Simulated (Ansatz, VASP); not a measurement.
Given: the input of a run of Ansatz 0.2.0 on Hf.

The input input.yaml:

```yaml
crystal:
  lattice:
    - [3.1967, 0.0, 0.0]
    - [-1.59835, 2.7684234083, 0.0]
    - [0.0, 0.0, 5.0578]
  atoms:
    - { symbol: Hf, position: [0.6666666667, 0.3333333333, 0.75] }
    - { symbol: Hf, position: [0.3333333333, 0.6666666667, 0.25] }
kpoints:
  mp_grid: { grid: [10, 10, 5] }
scf:
  occupations: { method: gaussian, width: 0.023 }
hamiltonian:
  xc: pbe
  pseudopotentials: { kind: all_electron, lapw: { basis_error: 0.001 } }
output:
  forces: true
  stress: true
  eigenvalues: true
```

Potentials or basis: all-electron LAPW, scalar-relativistic.

Run with:

```console
$ ansatz run input.yaml --threads 1 --pin off --max-ram 3072MiB --backend cpu --events-out ev --progress --plain --runs-dir out
```

Q: Translate it to VASP 6.6.1. Potentials there: VASP PAW PBE potentials, release 64 (Hf_pv).

A: As run (the cutoff follows the program's own potentials):

INCAR

```
  PREC = Accurate
  ENCUT = 520
  EDIFF = 1E-6
  ISMEAR = 0
  SIGMA = 0.023
  LREAL = F
  LASPH = T
  NELM = 60
  ALGO = Normal
  ISIF = 2
  LWAVE = F
  LCHARG = F
  GGA = PE
  NBANDS = 17
```

The input KPOINTS:

```
Automatic mesh
0
Gamma
  10 10 5
```

File POSCAR:

```
Hf
1.0
    3.1967000000      0.0000000000      0.0000000000
   -1.5983500000      2.7684234083      0.0000000000
    0.0000000000      0.0000000000      5.0578000000
Hf
2
Direct
    0.6666666667      0.3333333333      0.7500000000
    0.3333333333      0.6666666667      0.2500000000
```

Potentials or basis: VASP PAW PBE potentials, release 64 (Hf_pv).

Launch:

```bash
$ cat potpaw_PBE.64/Hf_pv/POTCAR > POTCAR
$ mpirun -np 1 vasp_std > vasp.out
```

Both were run:

|  | VASP | Ansatz | Ansatz less VASP |
| --- | --- | --- | --- |
| gap on the k mesh at the Fermi level (eV) | none | none | - |
| pressure (GPa) | 0.2 | 0.6 | +0.46 |
| largest component of the traceless stress (GPa) | 0.24 | 0.18 | -0.060 |

A gap of «none» marks a metal or a gap that the smearing closes. Ansatz ran all-electron here, so the differences hold the error of VASP's frozen core and of both bases.

The runs have no spin-orbit coupling, so splittings on Hf are missing.
